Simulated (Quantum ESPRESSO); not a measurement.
# Nb (Im-3m) in Quantum ESPRESSO: reference runs

Reference runs on Nb: the cell as given and a disturbed copy, and energy against volume gives the equilibrium volume and stiffness.

Program: Quantum ESPRESSO 7.5. These are calculated values, not measurements. Logs are shortened: lines on timing, memory, paths and dates and some standing lists are left out, and cuts for length are marked.

**What was measured.**

“Pressure effects on the electronic structure and superconductivity of (TaNb)0.67(HfZrTi)0.33 high entropy alloy”, 2019, arxiv:1910.08312 quotes, for a bulk crystal of Nb: bulk modulus 169 GPa.

The runs below are set against these values where they give the same quantity.

**1. Starting point**

Symmetry: Im-3m, No. 229, cubic system. The conventional cell has a = 3.328 Å, b = 3.328 Å, c = 3.328 Å, α = 90.00°, β = 90.00°, γ = 90.00°. Around Nb (site symmetry m-3m) lie 8 Nb at 2.88 Å.

**2. Single point, PBEsol**

pw.in

```
&CONTROL
  calculation = 'scf'
  prefix = 'pwscf'
  outdir = './tmp'
  pseudo_dir = './pseudo'
  tprnfor = .true.
  tstress = .true.
  disk_io = 'low'
/
&SYSTEM
  ibrav = 0
  nat = 1
  ntyp = 1
  ecutwfc = 45
  ecutrho = 360
  nbnd = 12
  occupations = 'smearing'
  smearing = 'fd'
  degauss = 0.00367493
/
&ELECTRONS
  conv_thr = 2d-10
  electron_maxstep = 120
  mixing_beta = 0.5
/
ATOMIC_SPECIES
Nb    92.9064 nb_pbesol_v1.uspp.F.UPF
CELL_PARAMETERS angstrom
  -1.6639500000    1.6639500000    1.6639500000
   1.6639500000   -1.6639500000    1.6639500000
   1.6639500000    1.6639500000   -1.6639500000
ATOMIC_POSITIONS crystal
Nb     0.0000000000    0.0000000000    0.0000000000
K_POINTS automatic
11 11 11 0 0 0
```

pp_density.in

```
&INPUTPP
  prefix = 'pwscf'
  outdir = './tmp'
  filplot = 'density.dat'
  plot_num = 0
/
&PLOT
  nfile = 1
  filepp(1) = 'density.dat'
  iflag = 3
  output_format = 6
  fileout = 'density.cube'
/
```

pp_potential.in

```
&INPUTPP
  prefix = 'pwscf'
  outdir = './tmp'
  filplot = 'potential.dat'
  plot_num = 11
/
&PLOT
  nfile = 1
  filepp(1) = 'potential.dat'
  iflag = 3
  output_format = 6
  fileout = 'potential.cube'
/
```

Potentials or basis: GBRV 1.5 PBEsol.

On the command line:

```bash
> OMP_NUM_THREADS=1 mpirun -n 2 pw.x -nk 2 -in pw.in > pw.out
> OMP_NUM_THREADS=1 mpirun -n 1 pp.x -in pp_density.in > pp_density.out
> OMP_NUM_THREADS=1 mpirun -n 1 pp.x -in pp_potential.in > pp_potential.out
```

pw.out:

```text
This program is part of the open-source Quantum ESPRESSO suite
     for quantum simulation of materials; please cite
[... 6 lines left out ...]
     using ibrav=0 with symmetry is DISCOURAGED, use correct ibrav instead

     K-points division:     npool     =       2
     Subspace diagonalization in iterative solution of the eigenvalue problem:
     a serial algorithm will be used

     G-vector sticks info
     --------------------
     sticks:   dense  smooth     PW     G-vecs:    dense   smooth      PW
     Sum         801     399    129                14363     5089     959

     Using Slab Decomposition

     bravais-lattice index     =            0
     lattice parameter (alat)  =       5.4463  a.u.
     unit-cell volume          =     124.3591 (a.u.)^3
     number of atoms/cell      =            1
     number of atomic types    =            1
     number of electrons       =        13.00
     number of Kohn-Sham states=           12
     kinetic-energy cutoff     =      45.0000  Ry
     charge density cutoff     =     360.0000  Ry
     scf convergence threshold =      2.0E-10
     mixing beta               =       0.5000
     number of iterations used =            8  plain     mixing
     Exchange-correlation= SLA  PW   PSX  PSC
                           (   1   4  10   8   0   0   0)

     celldm(1)=   5.446278  celldm(2)=   0.000000  celldm(3)=   0.000000
     celldm(4)=   0.000000  celldm(5)=   0.000000  celldm(6)=   0.000000

     crystal axes: (cart. coord. in units of alat)
               a(1) = (  -0.577350   0.577350   0.577350 )
               a(2) = (   0.577350  -0.577350   0.577350 )
               a(3) = (   0.577350   0.577350  -0.577350 )

     reciprocal axes: (cart. coord. in units 2 pi/alat)
               b(1) = ( -0.000000  0.866025  0.866025 )
               b(2) = (  0.866025 -0.000000  0.866025 )
               b(3) = (  0.866025  0.866025  0.000000 )

     PseudoPot. # 1 for Nb read from file:
     nb_pbesol_v1.uspp.F.UPF
     Pseudo is Ultrasoft + core correction, Zval = 13.0
     Generated by new atomic code, or converted to UPF format
     Using radial grid of  887 points,  6 beta functions with:
                l(1) =   0
                l(2) =   0
                l(3) =   1
                l(4) =   1
                l(5) =   2
                l(6) =   2
     Q(r) pseudized with  6 coefficients,  rinner =    1.000   1.000   1.000
                                                       1.000   1.000

     atomic species   valence    mass     pseudopotential
     Nb               13.00    92.90640     Nb( 1.00)

     48 Sym. Ops., with inversion, found

   Cartesian axes

     site n.     atom                  positions (alat units)
         1        Nb     tau(   1) = (   0.0000000   0.0000000   0.0000000  )

     number of k points=    56  Fermi-Dirac smearing, width (Ry)=  0.0037
                       cart. coord. in units 2pi/alat
        k(    1) = (   0.0000000   0.0000000   0.0000000), wk =   0.0015026
        k(    2) = (   0.0787296   0.0787296   0.0000000), wk =   0.0180316
        k(    3) = (   0.1574592   0.1574592   0.0000000), wk =   0.0180316
        k(    4) = (   0.2361887   0.2361887   0.0000000), wk =   0.0180316
        k(    5) = (   0.3149183   0.3149183   0.0000000), wk =   0.0180316
        k(    6) = (   0.3936479   0.3936479   0.0000000), wk =   0.0180316
[... 48 lines left out ...]
        k(   55) = (  -0.7872958  -0.0787296  -0.0787296), wk =   0.0120210
        k(   56) = (  -0.0000000  -0.0000000   0.7872958), wk =   0.0090158

     Dense  grid:    14363 G-vectors     FFT dimensions: (  36,  36,  36)

     Smooth grid:     5089 G-vectors     FFT dimensions: (  24,  24,  24)

     Initial potential from superposition of free atoms

     starting charge      12.9975, renormalised to      13.0000
     Starting wfcs are   13 randomized atomic wfcs

     Self-consistent Calculation

     iteration #  1     ecut=    45.00 Ry     beta= 0.50
     Davidson diagonalization with overlap
     ethr =  1.00E-02,  avg # of iterations =  4.2

     Threshold (ethr) on eigenvalues was too large:
     Diagonalizing with lowered threshold

     Davidson diagonalization with overlap
     ethr =  7.59E-04,  avg # of iterations =  1.2

     total energy              =    -117.91153834 Ry
     estimated scf accuracy    <       0.09974496 Ry

     iteration #  2     ecut=    45.00 Ry     beta= 0.50
     Davidson diagonalization with overlap
     ethr =  7.67E-04,  avg # of iterations =  2.1

     total energy              =    -117.92474478 Ry
     estimated scf accuracy    <       0.00376902 Ry

     iteration #  3     ecut=    45.00 Ry     beta= 0.50
     Davidson diagonalization with overlap
     ethr =  2.90E-05,  avg # of iterations =  2.5

     total energy              =    -117.92509185 Ry
     estimated scf accuracy    <       0.00042872 Ry

     iteration #  4     ecut=    45.00 Ry     beta= 0.50
     Davidson diagonalization with overlap
     ethr =  3.30E-06,  avg # of iterations =  2.4

     total energy              =    -117.92510995 Ry
     estimated scf accuracy    <       0.00000998 Ry

     iteration #  5     ecut=    45.00 Ry     beta= 0.50
     Davidson diagonalization with overlap
     ethr =  7.67E-08,  avg # of iterations =  2.1

     total energy              =    -117.92511366 Ry
     estimated scf accuracy    <       0.00000162 Ry

     iteration #  6     ecut=    45.00 Ry     beta= 0.50
     Davidson diagonalization with overlap
     ethr =  1.25E-08,  avg # of iterations =  1.9

     total energy              =    -117.92511389 Ry
     estimated scf accuracy    <       0.00000001 Ry

     iteration #  7     ecut=    45.00 Ry     beta= 0.50
     Davidson diagonalization with overlap
     ethr =  1.10E-10,  avg # of iterations =  2.3

     total energy              =    -117.92511389 Ry
     estimated scf accuracy    <          1.5E-09 Ry

     iteration #  8     ecut=    45.00 Ry     beta= 0.50
     Davidson diagonalization with overlap
     ethr =  1.19E-11,  avg # of iterations =  2.1

     End of self-consistent calculation

          k = 0.0000 0.0000 0.0000 (   627 PWs)   bands (ev):

   -36.9487 -12.3234 -12.3234 -12.3234  11.4586  17.7234  17.7234  17.7234
    20.5558  20.5558  31.4683  31.4683

          k = 0.0787 0.0787 0.0000 (   631 PWs)   bands (ev):

   -36.9311 -12.4317 -12.3565 -12.3242  11.7866  17.5248  17.6680  18.0402
    20.2764  20.5590  31.7221  32.0375

          k = 0.1575 0.1575 0.0000 (   633 PWs)   bands (ev):

   -36.8836 -12.7153 -12.4444 -12.3266  12.6463  17.0398  17.4136  18.9582
    19.9725  20.6050  32.0222  33.3005

          k = 0.2362 0.2362 0.0000 (   636 PWs)   bands (ev):

   -36.8207 -13.0727 -12.5573 -12.3297  13.5620  16.4848  17.2885  20.1283
    20.3704  20.7532  31.2629  32.6705

          k = 0.3149 0.3149 0.0000 (   638 PWs)   bands (ev):

   -36.7621 -13.3889 -12.6590 -12.3326  13.8415  16.0339  18.0979  20.4756
    20.9966  22.0346  29.9078  30.7731

          k = 0.3936 0.3936 0.0000 (   636 PWs)   bands (ev):

   -36.7270 -13.5717 -12.7185 -12.3344  13.7393  15.7871  19.2905  20.6024
    21.2077  23.3661  28.9998  29.2996

          k = 0.1575 0.0787 0.0787 (   635 PWs)   bands (ev):

   -36.8985 -12.6265 -12.3937 -12.3503  12.3901  17.2707  17.3715  18.7167
    19.9061  20.6685  32.1903  32.8715

          k = 0.2362 0.1575 0.0787 (   629 PWs)   bands (ev):

   -36.8433 -12.9307 -12.5001 -12.3631  13.3571  16.7595  17.0320  19.7593
    19.9779  20.8709  32.1490  33.1297

          k = 0.3149 0.2362 0.0787 (   637 PWs)   bands (ev):

   -36.7825 -13.2456 -12.6267 -12.3690  14.0299  16.2597  17.2356  20.0723
    21.0761  21.6084  30.7519  31.8419

          k = 0.3936 0.3149 0.0787 (   638 PWs)   bands (ev):

   -36.7355 -13.4779 -12.7233 -12.3728  14.0311  15.9311  18.2422  20.4398
    21.3182  23.2392  29.4810  30.0227

          k = 0.4724 0.3936 0.0787 (   632 PWs)   bands (ev):

   -36.7179 -13.5629 -12.7591 -12.3741  13.9462  15.8168  18.8759  20.4743
    21.5430  24.0229  28.7836  29.3527

          k = 0.3149 0.1575 0.1575 (   634 PWs)   bands (ev):

   -36.7900 -13.1679 -12.6110 -12.4124  14.2521  16.3852  16.7098  19.7609
    21.1494  21.6036  31.3812  32.6178

          k = 0.3936 0.2362 0.1575 (   636 PWs)   bands (ev):

   -36.7407 -13.3553 -12.7612 -12.4343  14.6524  16.0723  17.0772  20.0946
    21.3153  23.4693  29.8486  31.3982

          k = 0.4724 0.3149 0.1575 (   632 PWs)   bands (ev):

   -36.7111 -13.4556 -12.8637 -12.4426  14.5635  15.9600  17.7278  20.3869
    21.5156  25.0294  28.3877  30.2049
[... 163 lines left out ...]
   -36.6477 -13.3135 -13.1431 -12.6719  15.2557  15.4513  17.0358  20.5851
    21.7035  26.5560  28.1770  29.5457

          k =-0.0000-0.0000 0.4724 (   631 PWs)   bands (ev):

   -36.7138 -13.0642 -12.8147 -12.8147  15.0644  15.9064  18.5642  18.5642
    20.1777  22.0912  31.9002  34.4718

          k =-0.0000-0.0787 0.5511 (   634 PWs)   bands (ev):

   -36.6651 -13.2258 -12.9264 -12.8540  15.0681  15.3198  18.7095  19.1375
    21.4753  22.9174  31.2734  32.4616

          k =-0.0000-0.1575 0.6298 (   638 PWs)   bands (ev):

   -36.6360 -13.3541 -12.9916 -12.8419  14.6851  15.3068  18.6133  19.2657
    22.8904  24.7959  28.7132  30.6954

          k = 0.0787-0.0787 0.6298 (   641 PWs)   bands (ev):

   -36.6283 -13.2769 -13.0697 -12.8846  14.7308  14.9507  18.7446  20.2451
    22.0439  24.5704  29.5146  30.3052

          k =-0.7873-0.1575-0.1575 (   645 PWs)   bands (ev):

   -36.6145 -13.2963 -13.1379 -12.8796  14.5798  14.8220  18.6415  20.7498
    22.4561  26.5116  27.6646  29.0217

          k =-0.0000-0.0000 0.6298 (   646 PWs)   bands (ev):

   -36.6211 -13.1856 -13.0422 -13.0422  14.5477  14.7625  20.1171  20.1171
    21.6266  23.5755  30.5160  30.5160

          k =-0.0000-0.0787 0.7086 (   647 PWs)   bands (ev):

   -36.5947 -13.2537 -13.1097 -13.0584  14.2089  14.3849  20.5104  20.7210
    22.6974  25.2520  28.1437  28.7972

          k =-0.7873-0.0787-0.0787 (   646 PWs)   bands (ev):

   -36.5821 -13.2109 -13.2109 -13.0696  14.0907  14.0907  20.6244  22.2982
    22.2982  26.8964  26.8964  27.2983

          k =-0.0000-0.0000 0.7873 (   650 PWs)   bands (ev):

   -36.5700 -13.1985 -13.1787 -13.1787  13.8394  13.8902  22.2358  22.2358
    22.6766  25.7650  26.9831  26.9831

     the Fermi energy is    17.3176 ev

!    total energy              =    -117.92511389 Ry
     estimated scf accuracy    <          1.4E-10 Ry
     smearing contrib. (-TS)   =      -0.00107279 Ry
     internal energy E=F+TS    =    -117.92404110 Ry

     The total energy is F=E-TS. E is the sum of the following terms:
     one-electron contribution =     -17.00509147 Ry
     hartree contribution      =      15.16131022 Ry
     xc contribution           =     -18.28282011 Ry
     ewald contribution        =     -97.79743974 Ry

     convergence has been achieved in   8 iterations

     Forces acting on atoms (cartesian axes, Ry/au):

     atom    1 type  1   force =     0.00000000    0.00000000    0.00000000

     Total force =     0.000000     Total SCF correction =     0.000000

     Computing stress (Cartesian axis) and pressure

          total   stress  (Ry/bohr**3)                   (kbar)     P=      -83.05
  -0.00056459  -0.00000000  -0.00000000          -83.05       -0.00       -0.00
  -0.00000000  -0.00056459  -0.00000000           -0.00      -83.05       -0.00
  -0.00000000  -0.00000000  -0.00056459           -0.00       -0.00      -83.05

=------------------------------------------------------------------------------=
   JOB DONE.
=------------------------------------------------------------------------------=
```

Wall time 6.3 s (2 MPI ranks of Arm Neoverse V1, shared host); peak memory 0.14 GiB.

What came out:

```yaml
Free_energy: -1604.4529 eV
Pressure: -8.3 GPa
Band_gap_on_the_k_mesh: none (metal or under the smearing width)
```

Levels at points of the mesh, in eV from the Fermi level:
```tsv
k point	band 3	band 4	band 5	band 6	band 7	band 8	band 9	band 10
(0.00, 0.00, 0.00)	-29.64	-29.64	-5.86	0.41	0.41	0.41	3.24	3.24
```

(Part 1 of 2 ends here.)
